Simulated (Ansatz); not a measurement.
# Binding across the interface in twisted h-AlN/h-SiC alternating trilayer, 38.21° (42 atoms), part 2 of 4

Aim: the interaction energy between the two parts of twisted h-AlN/h-SiC alternating trilayer, 38.21° (42 atoms) and its distance dependence.

Ansatz 0.2.0; Kohn-Sham DFT, PBE+D3(BJ), PAW (set soft_2), plane waves.

So far. Step 2 (Single point at the start): The r.m.s. force at the start is 0.36 eV/Å. Step 3 (Relaxation): The relaxation converged after 27 steps, 2.98 eV below its start, with a largest force component of 0.024 eV/Å.

## (4) Single point at the relaxed geometry

One more single point at the end of the walk gives the fuller output and checks the residual forces.

Input file input.yaml:

```yaml
crystal:
  lattice:
    - [8.2415, 0.0, 0.0]
    - [-4.12075, 7.13735, 0.0]
    - [0.0, 0.0, 20.35]
  atoms:
    - { symbol: Al, position: [0.21499, 0.33161, 0.34319] }
    - { symbol: "N", position: [0.25978, 0.13997, 0.3629] }
    - { symbol: Al, position: [0.35914, 0.75981, 0.35494] }
    - { symbol: "N", position: [0.40403, 0.57392, 0.33013] }
    - { symbol: Al, position: [0.50862, 0.20799, 0.36071] }
    - { symbol: "N", position: [0.54918, 0.00574, 0.38031] }
    [... 30 atom lines left out ...]
    - { symbol: Al, position: [0.75199, 0.87473, 0.63853] }
    - { symbol: "N", position: [0.79798, 0.6871, 0.65922] }
    - { symbol: Al, position: [0.89711, 0.31812, 0.64157] }
    - { symbol: "N", position: [0.94752, 0.12644, 0.61654] }
    - { symbol: Al, position: [0.03132, 0.72307, 0.65743] }
    - { symbol: "N", position: [0.083, 0.53928, 0.67491] }
kpoints:
  mp_grid: { grid: [3, 3, 1] }
hamiltonian:
  xc: pbe
  dispersion: d3bj
scf:
  occupations: { method: gaussian, width: 0.05 }
output:
  forces: true
  populations: true
  dos:
    method: { smearing: { sigma: 0.1 } }
    de: 0.1
    projected:
      site_lists:
        Al: [Al]
        C: [C]
        "N": ["N"]
        Si: [Si]
        layer_1: [0, 1, 2, 3, 4, 5, 6, 7, 8, 9, 10, 11, 12, 13]
        layer_2: [14, 15, 16, 17, 18, 19, 20, 21, 22, 23, 24, 25, 26, 27]
        layer_3: [28, 29, 30, 31, 32, 33, 34, 35, 36, 37, 38, 39, 40, 41]
  eigenvalues: true
  write_density: true
  write_potential: true
  volumetric_format: npy
  elf: true
```

Command:

```console
ansatz run input.yaml --threads 4 --pin off --max-ram 8192MiB --backend cpu --events-out ev --progress --plain --runs-dir out
```

Numbers of over 12 decimals in the logs are rounded to 6 here.

What it wrote:

```text
[...]
Crystal: 42 atoms, lattice volume = 1197.037 Å³
Basis set: ecut = 420 eV, 23439 PW (Γ), exchange–correlation on 120×120×288 points (8 copies of the dense FFT grid, shifted against one another)
Bands: 126, of which v1, the nominal top of the filled ones, is band 84 counted from 1 (83 counted from 0)
Symmetry: 1 space group operations
[...]
k-points: 5 of 9 (time reversal used)
[...]
SCF iter   1: F=—  HF=-19137.915836 eV  |F-HF|=—  |Δ(HF+E_count)|=         —  Δρ=2.46e-3  dr2=1.37e-1  ethr=1.77e-3  ⟨swp⟩=9.0  Hψ=3624  notcnv=0  defer=126
[...]
SCF iter   9: F=-19137.905169 eV  HF=-19137.905169 eV  |F-HF|=8.00e-11  |Δ(HF+E_count)|=   5.60e-8  Δρ=1.11e-6  dr2=1.44e-8  ethr=5.95e-11  ⟨swp⟩=33.4  Hψ=7232  notcnv=0
SCF 1 converged in 9 iterations: F = -19137.905169 eV  dr2 = 1.44e-8
[...]
WARN: The output density's exchange-correlation potential varies sharply where the density is thin. Do not read a vacuum level from v_tot or v_xc, or from such a field of the output density. On a cell that repeats whose density bears no net charge and no dipole along the vacuum's axis use v_es (v_loc + v_h of the components); [...]
SCF converged after 9 iterations
Free energy (F): -19137.905169 eV
[...]
Internal energy: -19137.905169 eV  (E = F + TS)
E sigma→0 (E₀):  -19137.905169 eV
Fermi energy:    0.990494 eV
[...]
--- Forces (eV/Å), atoms counted from 1 ---
  atom   1  Al    -0.00563907    -0.00626646     0.00231958
  atom   2  N     -0.00182831    -0.00666269    -0.01554377
  atom   3  Al    -0.00361131    -0.00648106     0.01415843
  atom   4  N     -0.00142914     0.00239198    -0.00762516
  atom   5  Al     0.01129989     0.00605459     0.00998524
  atom   6  N      0.00019581    -0.00785973    -0.02016327
  atom   7  Al    -0.00012256    -0.00732830     0.00048353
  atom   8  N      0.00282503     0.00870819    -0.01387584
  atom   9  Al    -0.00380984    -0.00307238    -0.00662519
  atom  10  N     -0.00718622     0.00054172    -0.01532467
  atom  11  Al    -0.00497851     0.00283671     0.00120622
  atom  12  N      0.00592667     0.00197557    -0.00837130
  atom  13  Al     0.00903856    -0.00527832     0.02409679
  atom  14  N      0.00567822     0.00539586    -0.00764170
[...]
atom  41  Al    -0.00593984     0.00142977    -0.00036580
  atom  42  N      0.00608724    -0.00027793     0.00112997
  max |Σ_I F_I| component: 1.89e-5 eV/Å
--- Band table (eV; the first three rows and the last of 5) ---
[...]
--- Löwdin populations: 42 sites ---
  site symbol       q [e]
     0     Al      1.8520
     1      N      6.0344
     2     Al      1.8712
[...]
41      N      6.0664
  spilling = 0.010585 (of n_electrons = 168.000000)
```

The job ended after 41 s (4 threads of Arm Neoverse V2, shared host; peak memory 3.1 GiB).

The program notes that the exchange-correlation potential is rough where the density is thin.

Numbers from this run:

- free energy: -19137.9052 eV
- free energy per atom: -455.6644 eV/atom
- SCF cycles: 9
- r.m.s. force component: 0.0092 eV/Å
- longest force: 0.03287 eV/Å
- Fermi energy: 0.9905 eV
- gap (highest filled to lowest empty level): 1.876 eV
- potential in mid-vacuum, over the Fermi level: 3.979 eV
- potential 4.5 Å over the upper face: 3.982 eV
- potential 4.5 Å under the lower face: 3.977 eV
- spilling of the projection: 0.01059

Löwdin charges by element and coordination (they lack the spilled electrons, 0.042 e an atom on average):

```
element  coordination  atoms  mean charge (e)  spread  least    most
     Al           all     14             1.13  0.0187   1.10    1.16
     Al             3     12             1.13  0.0179   1.10    1.16
     Al             4      2             1.11   0.001   1.11    1.11
      C           all      7           -0.998  0.0542  -1.09  -0.939
      C             3      5           -0.970   0.034  -1.03  -0.939
      C             4      2            -1.07  0.0216  -1.09   -1.05
      N           all     14            -1.04  0.0283  -1.07  -0.995
      N             3     10            -1.06  0.0126  -1.07   -1.03
      N             4      4            -1.00  0.0065  -1.01  -0.995
     Si           all      7             1.08  0.0623  0.997    1.15
     Si             3      3             1.01   0.015  0.997    1.03
     Si             4      4             1.13  0.0146   1.11    1.15
```

By region:

```csv
region,atoms,mean length of the force (eV/Å)
layer 1,14,0.014
layer 2,14,0.018
layer 3,14,0.012
```

States in the cell by windows of 1 eV, zero at the Fermi level; the larger projections on atomic orbitals stand beside the total:

```csv
from (eV),to (eV),total,N p,layer 1,layer 3,layer 2,C p,Al p
-14,-13,8.1,0.0,2.1,2.6,3.3,0.1,1.3
-13,-12,4.0,0.0,0.2,0.2,3.5,0.2,0.2
-12,-11,5.8,0.1,0.2,0.2,5.3,0.1,0.2
-11,-9,0.0,0.0,0.0,0.0,0.0,0.0,0.0
-9,-8,5.6,0.6,0.5,0.5,4.7,2.3,0.1
-8,-7,5.1,1.2,0.9,0.8,3.2,1.5,0.2
-7,-6,14.2,7.0,5.3,5.1,3.7,1.8,1.3
-6,-5,16.9,8.2,5.9,5.9,5.0,2.6,1.6
-5,-4,18.3,9.2,6.2,6.2,5.8,3.3,1.9
-4,-3,27.7,16.1,10.2,10.0,7.2,4.8,3.3
-3,-2,23.5,14.8,8.6,8.7,5.8,4.5,2.3
-2,-1,13.6,6.8,3.6,4.0,5.6,4.9,0.7
-1,0,1.1,0.4,0.3,0.2,0.6,0.6,0.0
0,1,1.0,0.1,0.1,0.1,0.6,0.1,0.2
1,2,4.9,0.4,1.1,0.9,2.4,0.5,0.7
2,3,10.6,0.9,2.8,3.0,3.4,0.8,3.0
3,4,19.8,1.7,6.3,6.2,4.2,1.0,7.8
4,5,20.4,1.5,5.4,5.2,4.5,1.1,6.0
```

Between -17 and -14 eV lie 24 more states.

The levels nearest the highest filled one (over half full), pooled over k-points and spins:

```
level less the highest filled one (eV)  occupation
                                -0.245           2
                                -0.157           2
                                -0.104           2
                               -0.0251           2
                               -0.0134           2
                                     0           2
                                  1.88           0
                                  1.88           0
                                  1.92           0
                                  2.09           0
                                  2.14           0
                                  2.25           0
```

Planar average of the electrostatic potential energy along the normal, with the Fermi level as zero, after a running mean with a triangular window 4 Å wide at its base:

```
height (Å)  potential energy (eV)
       0.0                   3.98
       0.6                   3.98
       1.1                   3.98
       1.7                   3.98
       2.3                   3.98
       2.8                   3.97
       3.5                   3.95
       4.1                   3.83
       4.7                   3.34
       5.2                   2.06
       5.8                  -0.06
       6.4                  -2.53
       6.9                  -4.31
       7.5                  -4.79
       8.1                  -4.51
       8.6                  -4.60
       9.2                  -5.65
       9.8                  -6.97
      10.5                  -7.15
      11.0                  -5.95
      11.6                  -4.73
      12.2                  -4.43
      12.7                  -4.71
      13.3                  -4.50
      13.8                  -3.00
      14.4                  -0.58
      15.0                   1.68
      15.5                   3.16
      16.1                   3.79
      16.7                   3.94
      17.4                   3.98
      17.9                   3.98
      18.5                   3.98
      19.1                   3.98
      19.6                   3.98
      20.2                   3.98
```

Electrostatic potential energy in the cb plane at fractional x = 0.203, with atoms of Al and Si and C and N within 0.2 Å of it. With pseudopotentials it is smooth inside the atoms' cores, unlike the true potential.

Ten even steps from '0' (-25 eV) to '9' (5 eV), each cell a mean:
```
99999999999999999865568886100025000499999999
99999999999999999875578887200025000599999999
99999999999999999987788998510157524788999999
99999999999999999888899999865678888888999999
99999999999999998536899999988889988888999999
99999999999999998315899999888999998889999999
99999999999999998657899998778899999889999999
99999999999999998878899987556899998888999999
99999999999999999888999986435799988667899999
99999999999999999999999987546899987556899999
99999999999999999999999998667899986556899999
99999999999999998778899999888999987667899999
99999999999999875345789999999999988888999999
99999999999999853443589999999999999999999999
99999999999998743663589999988888878899999999
99999999999999742543689999877887545789999999
99999999999999874335799999622675343479999999
99999999999999988656899998200264465368999999
99999999999999999501699998200364364368999999
99999999999999999400499999622676333478999999
99999999999999999733689998754577656789999999
99999999999999999876678987400047302799999999
```
Columns run along c (16.0 Å, from fractional 0.03 to 0.82 of the cell; values clipped at the 3rd and 97th percentile), rows up along b (8.2 Å). Atoms in or near the plane, at fractional coordinates: Al at (0.34, 0.33), Si at (0.53, 0.94), C at (0.52, 0.18), Al at (0.63, 0.18), N at (0.62, 0.95).

Valence density in the cb plane at fractional x = 0.203, with atoms of Al and Si and C and N within 0.2 Å of it. It is the smooth field of the valence electrons, not physical close to the nuclei.

Values in e/Å³, 12 rows by 16 columns, each cell a mean:
```
0.0 0.0 0.0 0.0 0.0 0.2 0.2 0.1 0.2 0.2 1.4 2.7 0.2 0.0 0.0 0.0
0.0 0.0 0.0 0.0 0.1 0.3 0.2 0.1 0.3 0.3 0.5 1.0 0.1 0.0 0.0 0.0
0.0 0.0 0.0 0.0 0.2 1.2 0.4 0.1 0.1 0.2 0.1 0.1 0.1 0.0 0.0 0.0
0.0 0.0 0.0 0.0 0.2 1.0 0.3 0.1 0.1 0.1 0.0 0.1 0.2 0.0 0.0 0.0
0.0 0.0 0.0 0.0 0.1 0.2 0.1 0.1 0.4 0.4 0.1 0.3 0.6 0.1 0.0 0.0
0.0 0.0 0.0 0.0 0.0 0.1 0.0 0.1 0.5 0.5 0.1 0.3 0.4 0.1 0.0 0.0
0.0 0.0 0.0 0.0 0.1 0.2 0.1 0.0 0.2 0.2 0.1 0.1 0.1 0.0 0.0 0.0
0.0 0.0 0.0 0.0 0.1 0.1 0.1 0.0 0.1 0.1 0.1 0.1 0.1 0.0 0.0 0.0
0.0 0.0 0.0 0.0 0.1 0.1 0.1 0.0 0.3 0.5 0.2 0.2 0.2 0.0 0.0 0.0
0.0 0.0 0.0 0.0 0.1 0.7 0.5 0.1 0.8 1.4 0.3 0.1 0.1 0.0 0.0 0.0
0.0 0.0 0.0 0.0 0.1 1.6 1.1 0.1 0.6 1.1 0.3 0.2 0.1 0.0 0.0 0.0
0.0 0.0 0.0 0.0 0.1 0.7 0.6 0.1 0.3 0.5 0.7 1.2 0.1 0.0 0.0 0.0
```
Columns run along c (16.0 Å, from fractional 0.08 to 0.87 of the cell), rows up along b (8.2 Å). Atoms in or near the plane, at fractional coordinates: Al at (0.34, 0.33), Si at (0.53, 0.94), C at (0.52, 0.18), Al at (0.63, 0.18), N at (0.62, 0.95).

Filled and empty levels are parted by 1.88 eV (on the run's k-points); a semilocal functional tends to put such gaps too low. Mean Löwdin charges: Al +1.13, C -1.00, N -1.04, Si +1.08 e (they miss 1.1 % of the electrons, so they add up to more than the cell's charge). The potential stands 4.92 eV above the highest filled level over the upper face and 4.91 eV under the lower one, a reading of the ionisation potential at this level.

## (5) The lower part alone

The lower part (layer 1 and layer 2) is solved alone, atoms held, in the same cell.

Input file input.yaml:

```yaml
crystal:
  lattice:
    - [8.2415, 0.0, 0.0]
    - [-4.12075, 7.13735, 0.0]
    - [0.0, 0.0, 20.35]
  atoms:
    - { symbol: Al, position: [0.21499, 0.33161, 0.34319] }
    - { symbol: "N", position: [0.25978, 0.13997, 0.3629] }
    - { symbol: Al, position: [0.35914, 0.75981, 0.35494] }
    - { symbol: "N", position: [0.40403, 0.57392, 0.33013] }
    - { symbol: Al, position: [0.50862, 0.20799, 0.36071] }
    - { symbol: "N", position: [0.54918, 0.00574, 0.38031] }
    [... 16 atom lines left out ...]
    - { symbol: Si, position: [0.00992, 0.20434, 0.52565] }
    - { symbol: C, position: [0.07371, 0.45672, 0.51768] }
    - { symbol: Si, position: [0.76047, 0.79916, 0.46857] }
    - { symbol: C, position: [0.8004, 0.04079, 0.48002] }
    - { symbol: Si, position: [0.88928, 0.5092, 0.49563] }
    - { symbol: C, position: [0.95263, 0.75657, 0.49569] }
kpoints:
  mp_grid: { grid: [3, 3, 1] }
hamiltonian:
  xc: pbe
  dispersion: d3bj
scf:
  occupations: { method: gaussian, width: 0.05 }
output:
  forces: true
  eigenvalues: true
  write_density: true
  write_potential: true
  volumetric_format: npy
```

What it wrote:

```text
[...]
Crystal: 28 atoms, lattice volume = 1197.037 Å³
Basis set: ecut = 420 eV, 23439 PW (Γ), exchange–correlation on 120×120×288 points (8 copies of the dense FFT grid, shifted against one another)
Bands: 84, of which v1, the nominal top of the filled ones, is band 56 counted from 1 (55 counted from 0)
Symmetry: 1 space group operations
[...]
k-points: 5 of 9 (time reversal used)
[...]
SCF iter   1: F=—  HF=-12669.477380 eV  |F-HF|=—  |Δ(HF+E_count)|=         —  Δρ=2.31e-3  dr2=1.05e-1  ethr=1.77e-3  ⟨swp⟩=10.8  Hψ=2856  notcnv=0  defer=62
[...]
SCF iter   8: F=—  HF=-12669.473867 eV  |F-HF|=—  |Δ(HF+E_count)|=   5.42e-7  Δρ=2.99e-6  dr2=1.13e-7  ethr=8.83e-10  ⟨swp⟩=2.0  Hψ=565  notcnv=0  defer=116
SCF iter   9: F=-12669.473867 eV  HF=-12669.473867 eV  |F-HF|=6.43e-9  |Δ(HF+E_count)|=   1.20e-7  Δρ=1.03e-6  dr2=1.31e-8  ethr=8.93e-11  ⟨swp⟩=29.6  Hψ=4657  notcnv=0
SCF 1 converged in 9 iterations: F = -12669.473867 eV  dr2 = 1.31e-8
[...]
SCF converged after 9 iterations
Free energy (F): -12669.473867 eV
[...]
Internal energy: -12669.473867 eV  (E = F + TS)
E sigma→0 (E₀):  -12669.473867 eV
Fermi energy:    -0.728711 eV
[...]
Σ components = -12669.473867   (vs F -12669.473867, Δ=0.00e0)
--- Forces (eV/Å), atoms counted from 1 ---
  atom   1  Al     0.02806707     0.02178794     0.04033421
  atom   2  N      0.02718609    -0.00077240    -0.08630138
  atom   3  Al    -0.04335792    -0.14056869     0.20704412
  atom   4  N      0.00646215     0.03428780    -0.06459604
[...]
atom  28  C     -0.00365163     0.13855797     0.32372037
  max |Σ_I F_I| component: 6.35e-5 eV/Å
--- Band table (eV; the first three rows and the last of 5) ---
[...]
```

Elapsed: 23 s, on 4 threads; peak memory 2.3 GiB.

## (6) The upper part alone

The upper part (layer 3) is solved alone in the same way.

input.yaml, the sections that differ from step 5:

```yaml
crystal:
  lattice:
    - [8.2415, 0.0, 0.0]
    - [-4.12075, 7.13735, 0.0]
    - [0.0, 0.0, 20.35]
  atoms:
    - { symbol: Al, position: [0.20272, 0.17959, 0.6254] }
    - { symbol: "N", position: [0.20979, 0.95284, 0.62477] }
    - { symbol: Al, position: [0.32477, 0.58802, 0.66784] }
    - { symbol: "N", position: [0.36844, 0.39321, 0.66692] }
    - { symbol: Al, position: [0.46684, 0.00224, 0.61896] }
    - { symbol: "N", position: [0.51568, 0.82558, 0.65311] }
    - { symbol: Al, position: [0.60711, 0.44354, 0.65603] }
    - { symbol: "N", position: [0.65039, 0.25038, 0.63868] }
    - { symbol: Al, position: [0.75199, 0.87473, 0.63853] }
    - { symbol: "N", position: [0.79798, 0.6871, 0.65922] }
    - { symbol: Al, position: [0.89711, 0.31812, 0.64157] }
    - { symbol: "N", position: [0.94752, 0.12644, 0.61654] }
    - { symbol: Al, position: [0.03132, 0.72307, 0.65743] }
    - { symbol: "N", position: [0.083, 0.53928, 0.67491] }
# kpoints, hamiltonian, scf, output: as in step 5
```

What it wrote:

```text
[...]
Crystal: 14 atoms, lattice volume = 1197.037 Å³
Basis set: ecut = 420 eV, 23439 PW (Γ), exchange–correlation on 120×120×288 points (8 copies of the dense FFT grid, shifted against one another)
Bands: 42, of which v1, the nominal top of the filled ones, is band 28 counted from 1 (27 counted from 0)
Symmetry: 1 space group operations
[...]
k-points: 5 of 9 (time reversal used)
[...]
SCF iter   1: F=—  HF=-6461.922990 eV  |F-HF|=—  |Δ(HF+E_count)|=         —  Δρ=1.21e-3  dr2=1.89e-2  ethr=1.77e-3  ⟨swp⟩=10.4  Hψ=1417  notcnv=0  defer=17
[...]
SCF iter   9: F=-6461.935972 eV  HF=-6461.935972 eV  |F-HF|=2.05e-8  |Δ(HF+E_count)|=   1.57e-7  Δρ=5.78e-7  dr2=3.51e-9  ethr=6.41e-11  ⟨swp⟩=15.4  Hψ=1562  notcnv=0
SCF 1 converged in 9 iterations: F = -6461.935972 eV  dr2 = 3.51e-9
[...]
SCF converged after 9 iterations
an eigenvalue changed by more than its tolerance at an iteration that met the thresholds in force, so the SCF went on 1 time: the last check found none over its tolerance
Free energy (F): -6461.935972 eV
[...]
Internal energy: -6461.935972 eV  (E = F + TS)
E sigma→0 (E₀):  -6461.935972 eV
Fermi energy:    -2.544051 eV
[...]
--- Forces (eV/Å), atoms counted from 1 ---
  atom   1  Al    -1.62951749    -2.39185569     0.96968621
  atom   2  N      1.60095613     1.22354468    -0.31428949
  atom   3  Al    -0.29542142     0.04778189    -0.22231440
  atom   4  N      0.11663822     0.04784705    -0.77141534
  atom   5  Al    -1.63915864     0.59915385     2.34537896
  atom   6  N     -0.34796299    -0.01149555    -0.93297127
  atom   7  Al     0.26978854     0.06613563     0.02909494
  atom   8  N     -0.26454232     0.04485064    -0.59617372
  atom   9  Al     0.99159871     1.47772219     0.10408226
  atom  10  N     -0.24303362    -0.58502108    -0.13691928
  atom  11  Al     0.96965977    -1.59087082    -0.03545917
  atom  12  N      0.15985284    -0.20199599     0.81488627
  atom  13  Al     0.19716502     1.42382065    -0.69836244
  atom  14  N      0.11396572    -0.14962585    -0.55528499
  max |Σ_I F_I| component: 6.15e-5 eV/Å
--- Band table (eV; the first three rows and the last of 5) ---
[...]
```

Elapsed: 11 s, on 4 threads; peak memory 1.5 GiB.

The whole (-19137.905 eV) less the lower (-12669.474 eV) and the upper part (-6461.936 eV) leaves -6.495 eV.

[end of part 2 of 4]

[Logs are printed without paths, hosts, clocks, repeated set-up lines and the standing remarks that a program may print on its own settings, such as how far it seeks lower states.]

[Hosts, paths, dates, database ids (printed as entryN), source tags and the programs' standing remarks are cut or masked in the printed files.]
